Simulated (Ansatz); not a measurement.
# KF: response to strain

Take KF in the rock salt structure (space group Fm-3m, No. 225; a = 5.3068 Å) as the base. Axes: x, y, z lie along the cube axes.

Strains are applied to the cell and any free atomic positions relax.

Level of theory: PBEsol (Ansatz, an electronic-structure program, PAW, no SOC).

Notes on the quantities. energy relative to the base: free energy F.

```tsv
uniaxial strain ε_zz (%)	energy relative to the base (meV/atom)
0	0.0
0.5	0.1
1	?
1.5	0.9
2	1.5
2.5	2.3
3	3.2
```

### Question
Fit ΔE = Aε² + Bε³ (ε in %) to the rows shown and predict the withheld row.

### Answer
Least squares on the printed values gives A = 0.428 and B = -0.024 meV/atom (largest residual 0.0 meV/atom); this predicts 0.4 meV/atom, and the run gives 0.4 meV/atom, in agreement.

Whether these cells are dynamically stable was not tested.
